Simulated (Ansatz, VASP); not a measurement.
**AlN in VASP and in Ansatz**

The input INCAR:

```
SYSTEM = AlN
PREC = Accurate
ENCUT = 520
EDIFF = 1E-6
ISMEAR = 0
SIGMA = 0.05
LREAL = .False.
LASPH = .True.
NELM = 60
ALGO = Normal
ISIF = 2
LWAVE = .False.
LCHARG = .False.
GGA = PE
NBANDS = 16
```

The input KPOINTS:

```
Automatic mesh
0
Gamma
  9 9 6
  0 0 0
```

The input POSCAR:

```
AlN
1.0
    3.3963163242      0.0000000000      0.0000000000
   -1.6981581621      2.9412962160      0.0000000000
    0.0000000000      0.0000000000      4.2922799977
Al N
2 2
Direct
    0.3333333333      0.6666666667      0.7805460420
    0.6666666667      0.3333333333      0.2805460420
    0.3333333333      0.6666666667      0.1911594770
    0.6666666667      0.3333333333      0.6911594770
```

Input for Ansatz:

```yaml
crystal:
  lattice:
    - [3.3963163242, 0.0, 0.0]
    - [-1.6981581621, 2.941296216, 0.0]
    - [0.0, 0.0, 4.2922799977]
  atoms:
    - { symbol: Al, position: [0.3333333333, 0.6666666667, 0.780546042] }
    - { symbol: Al, position: [0.6666666667, 0.3333333333, 0.280546042] }
    - { symbol: "N", position: [0.3333333333, 0.6666666667, 0.191159477] }
    - { symbol: "N", position: [0.6666666667, 0.3333333333, 0.691159477] }
basis:
  ecutwfc: 520.0
kpoints:
  mp_grid: { grid: [9, 9, 6] }
hamiltonian:
  xc: pbe
  pseudopotentials: { kind: paw, azcp: { folder: soft_1 } }
scf:
  occupations: { method: gaussian, width: 0.05 }
output:
  forces: true
  stress: true
  eigenvalues: true
```

Change from the starting cell: mode 4 frozen in at -0.246 Å, equal normal strain along x, y and z +0.0250.

Alike in both runs: task single point; functional PBE; k mesh 9 × 9 × 6; occupations gaussian, width 0.05 eV; no spin polarisation.

```csv
,VASP,Ansatz
version,VASP 6.6.1,Ansatz 0.2.0
potentials or method,"VASP PAW PBE potentials, release 64 (Al, N)","scalar-relativistic, plane waves, PAW"
plane-wave cutoff (eV),520,520
valence electrons in the cell,16,16
```

Ansatz gave:

```
gap on the k mesh at the Fermi level (eV)       : 3.26
least direct gap on the mesh (eV)               : 3.26
pressure (GPa)                                  : -1.0
largest component of the traceless stress (GPa) : 36.09
rms of the force components (eV/Å)              : 1.412
```

Question: Estimate VASP's values.

Answer: gap on the k mesh at the Fermi level (eV): 3.27; least direct gap on the mesh (eV): 3.27; pressure (GPa): -1.1; largest component of the traceless stress (GPa): 36.29; rms of the force components (eV/Å): 1.416.

Atom by atom the forces differ by 0.004 eV/Å (rms over components).

Caveats: forces of over 1 eV/Å show positions far from the minimum, so gaps and moduli don't describe the material at rest.
